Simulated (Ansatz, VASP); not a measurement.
# Two plane-wave programs on Pd

```
Pd
1.0
     2.68711    0.00000    0.00000
    -1.34356    2.32711    0.00000
     0.00000    0.00000    4.47274
Pd
2
Cartesian
  0.0000 1.5514 1.1182
  1.3436 0.7757 3.3546
```

Alike in both runs: task single point; functional RPBE; k mesh 15 × 15 × 8; occupations fermi-dirac, width 0.1 eV; no spin polarisation.

|  | VASP | Ansatz |
| --- | --- | --- |
| version | VASP 6.6.1 | Ansatz 0.2.0 |
| potentials or method | VASP PAW PBE potentials, release 64 (Pd) | plane waves (420 eV) with PAW, scalar-relativistic |
| plane-wave cutoff (eV) | 520 | 420 |
| valence electrons in the cell | 20 | 36 |

VASP gave:

| Property | Result |
| --- | --- |
| pressure (GPa) | 25.8 |
| largest component of the traceless stress (GPa) | 0.29 |

Task: Estimate Ansatz's values.

Result: Pressure (GPa): 26.1; largest component of the traceless stress (GPa): 0.26.

The two sets of potentials don't hold the same shells in valence.

Caveats: so large a pressure means that the cell lies far from this level's equilibrium, or that cutoff or potentials fall short (VASP); the potentials were made for another functional, which shifts forces and pressure (VASP).
